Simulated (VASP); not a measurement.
# Ca (Fm-3m) in VASP: notebook

One crystal, Ca, is run at these levels: TPSSh+D3(BJ), BLYP; tasks: relaxation of the atoms, single point.

Everything below comes from runs of VASP 6.6.1. Logs are shortened: lines on timing, memory, paths and dates and some standing lists are left out, and cuts for length are marked.

## (1) The crystal as given

The structure is cubic, space group Fm-3m (No. 225). The conventional cell has a = 5.588 Å, b = 5.588 Å, c = 5.588 Å, α = 90.00°, β = 90.00°, γ = 90.00°. Ca (site symmetry m-3m) is surrounded by 12 Ca at 3.95 Å.

## (2) Relaxation of the atoms, TPSSh+D3(BJ) (cell strained at random at fixed volume)

File POSCAR:

```
Ca
1.0
   -0.0154470000      2.7400720000      2.7766900000
    2.8620290000     -0.0775800000      2.8388230000
    2.7676980000      2.7078730000      0.0167520000
Ca
1
Cartesian
   -0.0871785025      0.0420322360      0.0369402783
```

File INCAR.step1:

```
SYSTEM = Ca
ALGO = Normal
EDIFF = 1E-5
ENCUT = 520
GGA = PE
ISMEAR = 0
LASPH = .True.
LCHARG = .False.
LREAL = .False.
LWAVE = .True.
NELM = 80
PREC = Accurate
SIGMA = 0.01
```

File INCAR.step2:

```
SYSTEM = Ca
AEXX = 0.1
ALGO = Normal
EDIFF = 1E-7
EDIFFG = -0.01
ENCUT = 520
HFRCUT = -1
IBRION = 2
ISIF = 2
ISMEAR = 0
ISTART = 1
IVDW = 12
LASPH = .True.
LCHARG = .False.
LHFCALC = .True.
LMIXTAU = .True.
LREAL = .False.
LWAVE = .False.
METAGGA = TPSS
NELM = 80
NSW = 40
PREC = Accurate
PRECFOCK = Fast
SIGMA = 0.01
VDW_A1 = 0.4529
VDW_A2 = 4.655
VDW_S6 = 1.0
VDW_S8 = 2.2382
```

File KPOINTS:

```
k-points
0
Gamma
  4 4 4
  0 0 0
```

Potentials or basis: VASP PAW PBE potentials, release 64 (Ca_sv).

Run with:

```bash
> cat potpaw_PBE.64/Ca_sv/POTCAR > POTCAR
> cp INCAR.step1 INCAR
> mpirun -np 1 vasp_std > vasp.out
> cp INCAR.step2 INCAR
> mpirun -np 1 vasp_std > vasp.out
```

OUTCAR:

```text
SYSTEM = Ca
   AEXX = 0.1
   EDIFF = 1E-7
   EDIFFG = -0.01
   ENCUT = 520
   IBRION = 2
   ISIF = 2
   ISMEAR = 0
   ISTART = 1
   IVDW = 12
   LASPH = .True.
   LHFCALC = .True.
   LREAL = .False.
   METAGGA = TPSS
   NELM = 80
   NSW = 40
   PREC = Accurate
   PRECFOCK = Fast
 IVDW          = 12

 ion  position               nearest neighbor table
   1  0.030  0.984  0.985-

  LATTYP: Found a triclinic cell.
 ALAT       =     3.8720807110
 B/A-ratio  =     1.0123028095
 C/A-ratio  =     1.0412724467
 COS(alpha) =     0.0084133933
 COS(beta)  =     0.4969771287
 COS(gamma) =     0.4987314734

  Lattice vectors:

 A1 = (  -2.7676980000,  -2.7078730000,  -0.0167520000)
 A2 = (  -2.7831450000,   0.0321990000,   2.7599380000)
 A3 = (  -2.8620290000,   0.0775800000,  -2.8388230000)

Analysis of symmetry for initial positions (statically):
=====================================================================
 Subroutine PRICEL returns:
 Original cell was already a primitive cell.

 Routine SETGRP: Setting up the symmetry group for a
 triclinic supercell.

 Subroutine GETGRP returns: Found  2 space group operations
 (whereof  1 operations were pure point group operations)
 out of a pool of  2 trial point group operations.

The static configuration has the point symmetry C_1 .
 The point group associated with its full space group is S_2 .

Analysis of symmetry for dynamics (positions and initial velocities):
=====================================================================
 Subroutine PRICEL returns:
 Original cell was already a primitive cell.

 Routine SETGRP: Setting up the symmetry group for a
 triclinic supercell.

 Subroutine GETGRP returns: Found  2 space group operations
 (whereof  1 operations were pure point group operations)
 out of a pool of  2 trial point group operations.

The dynamic configuration has the point symmetry C_1 .
 The point group associated with its full space group is S_2 .

 Subroutine INISYM returns: Found  2 space group operations
 (whereof  1 operations are pure point group operations),
 and found     1 'primitive' translations

----------------------------------------------------------------------------------------

                                     Primitive cell

  volume of cell :      43.6317

  direct lattice vectors                    reciprocal lattice vectors
    -0.015447000  2.740072000  2.776690000    -0.176212840  0.178976614  0.182544408
     2.862029000 -0.077580000  2.838823000     0.171274930 -0.176140103  0.174770049
     2.767698000  2.707873000  0.016752000     0.183215157  0.183142357 -0.179707896

  length of vectors
     3.901056335  4.031890956  3.872080711     0.310493243  0.301504573  0.315283753

  position of ions in fractional coordinates (direct lattice)
     0.029628000  0.984121000  0.985087000

  ion indices of the primitive-cell ions
   primitive index   ion index
                 1           1

----------------------------------------------------------------------------------------

 KPOINTS: k-points

Automatic generation of k-mesh.
 Grid dimensions read from file:
 generate k-points for:    4    4    4

 Generating k-lattice:

  Cartesian coordinates                     Fractional coordinates (reciprocal lattice)
    -0.044053210  0.044744153  0.045636102     0.250000000  0.000000000  0.000000000
     0.042818732 -0.044035026  0.043692512    -0.000000000  0.250000000 -0.000000000
     0.045803789  0.045785589 -0.044926974     0.000000000  0.000000000  0.250000000

  Length of vectors
     0.077623311  0.075376143  0.078820938

  Shift w.r.t. Gamma in fractional coordinates (k-lattice)
     0.000000000  0.000000000  0.000000000

 Subroutine IBZKPT returns following result:
 ===========================================

 Found     36 irreducible k-points:

 Following reciprocal coordinates:
            Coordinates               Weight
  0.000000  0.000000  0.000000      1.000000
  0.250000  0.000000 -0.000000      2.000000
  0.500000  0.000000 -0.000000      1.000000
 -0.000000  0.250000  0.000000      2.000000
  0.250000  0.250000  0.000000      2.000000
  0.500000  0.250000 -0.000000      2.000000
[... 16 lines left out ...]
  0.000000 -0.250000  0.250000      2.000000
  0.250000 -0.250000  0.250000      2.000000
 [... further k-points ...]
   k-points           NKPTS =     36   k-points in BZ     NKDIM =     64   number of bands    NBANDS=      9
   number of dos      NEDOS =    301   number of ions     NIONS =      1
   total plane-waves  NPLWV =  27000
   dimension x,y,z NGX =    30 NGY =   30 NGZ =   30
   dimension x,y,z NGXF=    60 NGYF=   60 NGZF=   60
   ions per type =               1
   NGX,Y,Z   is equivalent  to a cutoff of  12.78, 12.37, 12.88 a.u.
   NGXF,Y,Z  is equivalent  to a cutoff of  25.57, 24.74, 25.76 a.u.
 SYSTEM =  Ca
   PREC   = accura    normal or accurate (medium, high low for compatibility)
   ISTART =      1    job   : 0-new  1-cont  2-samecut
[... 70 lines left out ...]
 fundamental gap:      0.2634345684
 Fermi energy:         2.0883902608

 k-point     1 :       0.0000    0.0000    0.0000
  band No.  band energies     occupation
      1     -42.5788      2.00000
      2     -22.5201      2.00000
      3     -22.5112      2.00000
      4     -22.5084      2.00000
      5      -2.6102      2.00000
      6       4.5664      0.00000
      7       4.7999      0.00000
      8       4.9040      0.00000
      9       5.8422      0.00000

 k-point     2 :       0.2500    0.0000   -0.0000
  band No.  band energies     occupation
      1     -42.5733      2.00000
      2     -22.5746      2.00000
      3     -22.5252      2.00000
      4     -22.5170      2.00000
      5      -1.5268      2.00000
      6       3.7138      0.00000
      7       4.7055      0.00000
      8       5.0826      0.00000
      9       5.8346      0.00000

 k-point     3 :       0.5000    0.0000   -0.0000
  band No.  band energies     occupation
      1     -42.5674      2.00000
      2     -22.6367      2.00000
      3     -22.5356      2.00000
      4     -22.5249      2.00000
      5       0.8204      2.00000
      6       1.4155      2.00000
      7       4.4362      0.00000
      8       4.8200      0.00000
      9       6.4958      0.00000

 k-point     4 :      -0.0000    0.2500    0.0000
  band No.  band energies     occupation
      1     -42.5742      2.00000
      2     -22.5686      2.00000
      3     -22.5236      2.00000
      4     -22.5132      2.00000
      5      -1.5984      2.00000
      6       3.5558      0.00000
      7       4.8530      0.00000
      8       4.9702      0.00000
      9       5.9586      0.00000

 k-point     5 :       0.2500    0.2500    0.0000
  band No.  band energies     occupation
      1     -42.5713      2.00000
      2     -22.5684      2.00000
      3     -22.5393      2.00000
      4     -22.5299      2.00000
      5      -1.1838      2.00000
      6       3.6704      0.00000
      7       4.5640      0.00000
      8       5.2214      0.00000
      9       5.4627      0.00000

 k-point     6 :       0.5000    0.2500   -0.0000
  band No.  band energies     occupation
      1     -42.5658      2.00000
      2     -22.6197      2.00000
      3     -22.5538      2.00000
      4     -22.5425      2.00000
      5       0.9051      2.00000
      6       2.4934      0.00000
      7       3.6181      0.00000
      8       5.4456      0.00000
      9       6.3489      0.00000
[... 169 lines left out ...]
 k-point    21 :       0.5000    0.5000    0.2500
  band No.  band energies     occupation
      1     -42.5656      2.00000
      2     -22.6103      2.00000
      3     -22.5667      2.00000
      4     -22.5426      2.00000
      5       0.8684      2.00000
      6       2.6472      0.00000
      7       3.6847      0.00000
      8       5.1864      0.00000
      9       6.5838      0.00000

 k-point    22 :      -0.2500    0.5000    0.2500
  band No.  band energies     occupation
      1     -42.5641      2.00000
      2     -22.6019      2.00000
      3     -22.5818      2.00000
      4     -22.5539      2.00000
      5       2.2990      0.00000
      6       2.7718      0.00000
      7       2.8363      0.00000
      8       4.8535      0.00000
      9       6.7361      0.00000

 k-point    23 :       0.0000   -0.2500    0.2500
  band No.  band energies     occupation
      1     -42.5683      2.00000
      2     -22.5954      2.00000
      3     -22.5683      2.00000
      4     -22.5240      2.00000
      5       0.0674      2.00000
      6       3.1074      0.00000
      7       3.6830      0.00000
      8       5.2374      0.00000
      9       5.8189      0.00000

 k-point    24 :       0.2500   -0.2500    0.2500
  band No.  band energies     occupation
      1     -42.5665      2.00000
      2     -22.6008      2.00000
      3     -22.5652      2.00000
      4     -22.5426      2.00000
      5       0.8199      2.00000
      6       2.4289      0.00000
      7       3.7623      0.00000
      8       5.3491      0.00000
      9       6.4612      0.00000

 [... further k-points ...]

------------------------ aborting loop because EDIFF is reached ----------------------------------------

 Edisp (eV)   -0.33962

 E8    (eV) :    -0.2452

  FORCE on cell =-STRESS in cart. coord.  units (eV):
  Direction    XX          YY          ZZ          XY          YZ          ZX
  --------------------------------------------------------------------------------------
  -------------------------------------------------------------------------------------
  Total      -0.43507    -0.37229    -0.44385     0.28600     0.13290    -0.19512
  in kB     -15.97582   -13.67056   -16.29824    10.50220     4.87997    -7.16504
  external pressure =      -15.31 kB  Pullay stress =        0.00 kB

 VOLUME and BASIS-vectors are now :
 -----------------------------------------------------------------------------
  energy-cutoff  :      520.00
  volume of cell :       43.63
      direct lattice vectors                 reciprocal lattice vectors
    -0.015447000  2.740072000  2.776690000    -0.176212840  0.178976614  0.182544408
     2.862029000 -0.077580000  2.838823000     0.171274930 -0.176140103  0.174770049
     2.767698000  2.707873000  0.016752000     0.183215157  0.183142357 -0.179707896

 POSITION                                       TOTAL-FORCE (eV/Angst)
 -----------------------------------------------------------------------------------
      5.54255      2.67233      2.89252         0.000000      0.000000     -0.000000
 -----------------------------------------------------------------------------------
    total drift:                                0.000000     -0.000000     -0.000004

  FREE ENERGIE OF THE ION-ELECTRON SYSTEM (eV)
  ---------------------------------------------------
  free  energy   TOTEN  =        -8.2906585287 eV

  energy  without entropy=       -8.2906585287  energy(sigma->0) =       -8.29065853

 reached required accuracy - stopping structural energy minimisation
```

Wall time 3.6 min (1 thread of AMD EPYC 9R45 (Zen 5), shared host); peak memory 0.15 GiB.

What came out:

| Item | Value |
| --- | --- |
| Free energy | -8.2907 eV |
| Pressure after relaxing | -1.5 GPa |
| Band gap on the k mesh | none (metal or under the smearing width) |
| Dispersion energy per atom | -0.340 eV |

Final structure:
```
CELL_PARAMETERS angstrom
-0.01545 2.74007 2.77669
2.86203 -0.07758 2.83882
2.76770 2.70787 0.01675
ATOMIC_POSITIONS crystal
Ca 0.02963 0.98412 0.98509
```

Caveat: the k mesh is coarse (spacing up to 0.50 Å⁻¹), so the values aren't converged, least of all with exact exchange; the relaxation stopped at its first step, so nothing moved; the PAW data sets were made with another functional, which shifts forces and pressure a little; pairwise dispersion overbinds metals, which lowers pressure and volume.

## (3) Single point, BLYP

This run uses another cell than the first one: it holds 4 atoms, not 1.

File INCAR:

```
SYSTEM = Ca
PREC = Accurate
ENCUT = 600
EDIFF = 1E-6
ISMEAR = 0
SIGMA = 0.1
LREAL = .FALSE.
LASPH = .TRUE.
NELM = 60
ALGO = Fast
ISIF = 2
LWAVE = .FALSE.
LCHARG = .TRUE.
GGA = B5
ALDAX = 1.0
AGGAX = 1.0
AGGAC = 1.0
ALDAC = 0.0
LELF = .TRUE.
LVHAR = .TRUE.
```

File Ca.cif:

```cif
data_Ca
_cell_length_a 5.58840000
_cell_length_b 5.58840000
_cell_length_c 5.58840000
_cell_angle_alpha 90.00000000
_cell_angle_beta 90.00000000
_cell_angle_gamma 90.00000000
_space_group_name_H-M_alt 'Fm-3m'
_space_group_name_Hall '-F 4 2 3'
_space_group_IT_number 225
loop_
_space_group_symop_operation_xyz
'x,y,z'
'-x,-y,-z'
'-y,x,z'
'y,-x,-z'
'-x,-y,z'
'x,y,-z'
'y,-x,z'
'-y,x,-z'
'x,-y,-z'
'-x,y,z'
'-y,-x,-z'
'y,x,z'
'-x,y,-z'
'x,-y,z'
'y,x,-z'
'-y,-x,z'
'z,x,y'
'-z,-x,-y'
'z,-y,x'
'-z,y,-x'
'z,-x,-y'
'-z,x,y'
'z,y,-x'
'-z,-y,x'
'-z,x,-y'
'z,-x,y'
'-z,-y,-x'
'z,y,x'
'-z,-x,y'
'z,x,-y'
'-z,y,x'
'z,-y,-x'
'y,z,x'
'-y,-z,-x'
'x,z,-y'
'-x,-z,y'
'-y,z,-x'
'y,-z,x'
'-x,z,y'
'x,-z,-y'
'-y,-z,x'
'y,z,-x'
'-x,-z,-y'
'x,z,y'
'y,-z,-x'
'-y,z,x'
'x,-z,y'
'-x,z,-y'
'x,y+1/2,z+1/2'
'-x,-y+1/2,-z+1/2'
'-y,x+1/2,z+1/2'
[... 62 lines left out ...]
'-z+1/2,-x,-y+1/2'
'z+1/2,-y,x+1/2'
'-z+1/2,y,-x+1/2'
'z+1/2,-x,-y+1/2'
'-z+1/2,x,y+1/2'
'z+1/2,y,-x+1/2'
'-z+1/2,-y,x+1/2'
'-z+1/2,x,-y+1/2'
'z+1/2,-x,y+1/2'
'-z+1/2,-y,-x+1/2'
'z+1/2,y,x+1/2'
'-z+1/2,-x,y+1/2'
'z+1/2,x,-y+1/2'
'-z+1/2,y,x+1/2'
'z+1/2,-y,-x+1/2'
'y+1/2,z,x+1/2'
'-y+1/2,-z,-x+1/2'
'x+1/2,z,-y+1/2'
'-x+1/2,-z,y+1/2'
'-y+1/2,z,-x+1/2'
'y+1/2,-z,x+1/2'
'-x+1/2,z,y+1/2'
'x+1/2,-z,-y+1/2'
'-y+1/2,-z,x+1/2'
'y+1/2,z,-x+1/2'
'-x+1/2,-z,-y+1/2'
'x+1/2,z,y+1/2'
'y+1/2,-z,-x+1/2'
'-y+1/2,z,x+1/2'
'x+1/2,-z,y+1/2'
'-x+1/2,z,-y+1/2'
'x+1/2,y+1/2,z'
'-x+1/2,-y+1/2,-z'
'-y+1/2,x+1/2,z'
'y+1/2,-x+1/2,-z'
'-x+1/2,-y+1/2,z'
'x+1/2,y+1/2,-z'
'y+1/2,-x+1/2,z'
'-y+1/2,x+1/2,-z'
'x+1/2,-y+1/2,-z'
'-x+1/2,y+1/2,z'
'-y+1/2,-x+1/2,-z'
'y+1/2,x+1/2,z'
'-x+1/2,y+1/2,-z'
'x+1/2,-y+1/2,z'
'y+1/2,x+1/2,-z'
'-y+1/2,-x+1/2,z'
'z+1/2,x+1/2,y'
'-z+1/2,-x+1/2,-y'
'z+1/2,-y+1/2,x'
'-z+1/2,y+1/2,-x'
'z+1/2,-x+1/2,-y'
'-z+1/2,x+1/2,y'
'z+1/2,y+1/2,-x'
'-z+1/2,-y+1/2,x'
'-z+1/2,x+1/2,-y'
'z+1/2,-x+1/2,y'
'-z+1/2,-y+1/2,-x'
'z+1/2,y+1/2,x'
'-z+1/2,-x+1/2,y'
'z+1/2,x+1/2,-y'
'-z+1/2,y+1/2,x'
'z+1/2,-y+1/2,-x'
'y+1/2,z+1/2,x'
'-y+1/2,-z+1/2,-x'
'x+1/2,z+1/2,-y'
'-x+1/2,-z+1/2,y'
'-y+1/2,z+1/2,-x'
'y+1/2,-z+1/2,x'
'-x+1/2,z+1/2,y'
'x+1/2,-z+1/2,-y'
'-y+1/2,-z+1/2,x'
'y+1/2,z+1/2,-x'
'-x+1/2,-z+1/2,-y'
'x+1/2,z+1/2,y'
'y+1/2,-z+1/2,-x'
'-y+1/2,z+1/2,x'
'x+1/2,-z+1/2,y'
'-x+1/2,z+1/2,-y'
loop_
_atom_site_label
_atom_site_type_symbol
_atom_site_symmetry_multiplicity
_atom_site_Wyckoff_symbol
_atom_site_fract_x
_atom_site_fract_y
_atom_site_fract_z
_atom_site_occupancy
Ca1 Ca 4 a 0.0000000000 0.0000000000 0.0000000000 1
```

File KPOINTS:

```
Automatic mesh
0
G
  5 5 5
  0 0 0
```

File POSCAR:

```
Ca
 1.0000000000000000
     5.5884000000000000    0.0000000000000000    0.0000000000000000
     0.0000000000000000    5.5884000000000000    0.0000000000000000
     0.0000000000000000    0.0000000000000000    5.5884000000000000
 Ca 
   4
Cartesian
  0.0000000000000000  0.0000000000000000  0.0000000000000000
  0.0000000000000000  2.7942000000000000  2.7942000000000000
  2.7942000000000000  0.0000000000000000  2.7942000000000000
  2.7942000000000000  2.7942000000000000  0.0000000000000000
```

Potentials or basis: VASP PAW PBE potentials, release 64 (Ca_sv_GW).

Run with:

```bash
> ase convert -i cif -o vasp Ca.cif POSCAR
> cat potpaw_PBE.64/Ca_sv_GW/POTCAR > POTCAR
> mpirun -np 1 vasp_std > vasp.out
```

Run time: 3.8 min. Hardware: 1 thread of AMD EPYC 9R45 (Zen 5), shared host; peak memory 0.3 GiB.

It converged, with:

```
Free energy            : -24.7766 eV
Pressure               : -0.4 GPa
Band gap on the k mesh : none (metal or under the smearing width)
```

Levels at points of the mesh, in eV from the Fermi level:
```tsv
k point	band 17	band 18	band 19	band 20	band 21	band 22	band 23	band 24
(0.00, 0.00, 0.00)	-3.95	-0.50	-0.50	-0.50	0.46	0.54	0.90	0.96
```

Caveat: the PAW data sets were made with another functional, which shifts forces and pressure a little.
